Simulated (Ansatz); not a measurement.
Ta2C: relaxed-ion elastic tensor

All numbers below come from DFT r2SCAN, scalar-relativistic, plane waves, PAW (Ansatz). Cutoff 500 eV, 18×18×10 k-points (Γ-centred), Fermi-Dirac smearing of 0.15 eV. No spin polarisation.

Relaxed structure:
```
CELL_PARAMETERS angstrom
3.11085 0.00000 0.00000
-1.55542 2.69407 0.00000
0.00000 0.00000 4.94230
ATOMIC_POSITIONS crystal
Ta 0.33333 0.66667 0.25344
Ta 0.66667 0.33333 0.74656
C 0.00000 0.00000 0.00000
```

In a metal, frequencies and elastic constants depend on the k mesh and the smearing, soft modes and shear constants most. Spin–orbit coupling is left out, which can shift energies with elements as heavy as these.

(1) Give the relaxed-ion elastic constants (GPa, Voigt order xx yy zz yz xz xy, on the axes of the cell above).

(2) Is the crystal stable against homogeneous strain?

(3) And the moduli of a polycrystal (Hill averages)?

## Answers

(1)
C11 = 494.7, C12 = 166.8, C13 = 147.3, C14 = -44.9, C22 = 494.7, C23 = 147.3, C24 = 44.9, C33 = 529.2, C44 = 134.4, C55 = 134.4, C56 = -44.9, C66 = 164.0 GPa; the others vanish.

(2) Yes: the least eigenvalue of the tensor is 101.9 GPa.

(3) B = 271 GPa, G = 150 GPa, E = 379 GPa, ν = 0.27.

Cost: 1 run of about 12 core-minutes, on Intel Xeon 6975P-C (Granite Rapids) (shared hosts).